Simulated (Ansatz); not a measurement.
# Zone-centre phonons of TiCo₃ at 5 GPa: input and output

Theory: DFT PBEsol, scalar-relativistic, plane waves, PAW (Ansatz 0.2.0).

Launched with:
```bash
ansatz run input.yaml --threads 2 --pin off --max-ram 6144MiB --backend cpu --events-out ev --progress --plain --runs-dir out
```

Input (bare energies are in eV):
```yaml
crystal:
  lattice:
    - [3.5045431069, 0.0, 0.0]
    - [0.0, 3.5045431069, 0.0]
    - [0.0, 0.0, 3.5045431069]
  atoms:
    - { symbol: Ti, position: [0.0, 0.0, 0.0] }
    - { symbol: Co, position: [0.0, 0.5, 0.5], spin: 0.14 }
    - { symbol: Co, position: [0.5, 0.0, 0.5], spin: 0.14 }
    - { symbol: Co, position: [0.5, 0.5, 0.0], spin: 0.14 }
basis:
  ecutwfc: 420
kpoints:
  mp_grid: { grid: [12, 12, 12] }
hamiltonian:
  xc: pbesol
scf:
  occupations: { method: gaussian, width: 0.2 }
output:
  eigenvalues: true
  populations: true
magnetization:
  spin_polarized: true
phonons:
  method: dfpt
  eigenvectors: true
```

The end of the output:
```
--- Phonons (Γ-DFPT): 3 representative perturbations + reference, on 343 of 1728 k-points (Σ response iterations 9) ---
  k mesh reduced under 8 symmetry operations, with k and −k counted as one. Each operation leaves every solved displacement unchanged or reverses it
  ASR residual: 5.385e-5 → 0.000e0 eV/Å²; symmetrization residual: 5.519e-6 eV/Å²
  ASR residual per site (eV/Å²): 5.52e-6 5.39e-5 5.39e-5 5.39e-5
  Γ frequencies (cm⁻¹): 0.00 0.00 0.00 212.70 212.70 212.70 236.43 236.43 236.43 304.64 304.64 304.64
  non-analytic LO–TO correction: not included (Born effective charges unavailable; polar crystals: no LO–TO splitting at Γ)
--- Löwdin populations: 4 sites ---
  site symbol q [e]    m [muB]
     0     Ti     11.9055    -0.0412
     1     Co     16.7943     0.1239
     2     Co     16.7943     0.1239
     3     Co     16.7943     0.1239
  spilling = 0.011296 (of n_electrons = 63.000000)
```

Time: 2.9 min on 2 threads of Oxide Virtual Turin-like Processor (Zen 5) (shared host), peak memory 3.3 GiB.

In a metal, frequencies and elastic constants depend on the k mesh and the smearing, soft modes and shear constants most. Other phases may be more stable at this pressure.